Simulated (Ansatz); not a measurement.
## Sb under changes of volume

One of the cells (26.213 Å³/atom); the others are scaled copies at fixed shape and fractional positions:

```
CELL_PARAMETERS angstrom
-1.87134 1.87134 1.87134
1.87134 -1.87134 1.87134
1.87134 1.87134 -1.87134
ATOMIC_POSITIONS crystal
Sb 0.00000 0.00000 0.00000
```

This isn't the form of Sb at room conditions, which is rhombohedral.

```yaml
Program: Ansatz 0.2.0
Functional: PBE0
Potentials_or_basis: Ansatz PAW
Cutoff: "420 eV (not typed: the program's choice for these potentials)"
k_mesh: 6 × 6 × 6
Occupations: fermi-dirac, width 0.05 eV
Spin: no spin polarisation
```

| volume (Å³/atom) | energy over the lowest point (meV/atom) | pressure (GPa) |
| --- | --- | --- |
| 24.640 | 35.13 | 6.3 |
| 25.165 | 17.71 | 4.3 |
| 25.689 | ? | ? |
| 26.213 | 0.76 | 1.0 |
| 26.737 | 0.00 | -0.5 |
| 27.262 | 3.74 | -1.8 |
| 27.786 | 20.67 | -1.7 |

What does the run at 25.689 Å³/atom give?

Energy over the lowest point 6.47 meV/atom; pressure 2.6 GPa.

The energies don't lie on one smooth curve, so no fit is given. The run at 27.786 Å³/atom lies farthest off, from a change of basis, grid or state.

Energies are extrapolated to zero smearing.

Caveats: all runs use coarse meshes; the PAW data sets come from PBE, with cores solved anew for the run's functional, which leaves a small shift of forces and pressure; the thresholds are loose for stress.
